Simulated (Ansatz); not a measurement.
I:

```
CELL_PARAMETERS angstrom
0.00000 2.36560 3.90984
2.19225 0.00000 3.90984
2.19225 2.36560 0.00000
ATOMIC_POSITIONS crystal
I 0.00000 0.00000 0.00000
```

Base run:

| Item | Value |
| --- | --- |
| Program | Ansatz 0.2.0 |
| Functional | LDA |
| Potentials or basis | Ansatz PAW |
| Cutoff | 420 eV (not typed: the program's choice for these potentials) |
| k mesh | 9 × 9 × 9 |
| Occupations | fermi-dirac, width 0.05 eV |
| Spin | no spin polarisation |

Its results: band gap on the k mesh none (metal or under the smearing width); pressure -2.3 GPa.

Question: The run is repeated on the same cell with these changes: functional from LDA to PBEsol; spin from no spin polarisation to spin-orbit coupling, no magnetisation; potential files from those of the base run to others of the same set. What comes out?

Answer: Band gap on the k mesh none (metal or under the smearing width); pressure -0.9 GPa.

Several settings changed at once, so the effect can't be laid on one alone.

Caveats: the PAW data sets come from PBE, with cores solved anew for the run's functional, which leaves a small shift of forces and pressure; spin-orbit coupling is left out, which moves the levels of the heavy elements (some runs); an odd number of electrons without spin polarisation forces a metal (some runs); a magnetic or distorted state may lie lower (some runs).
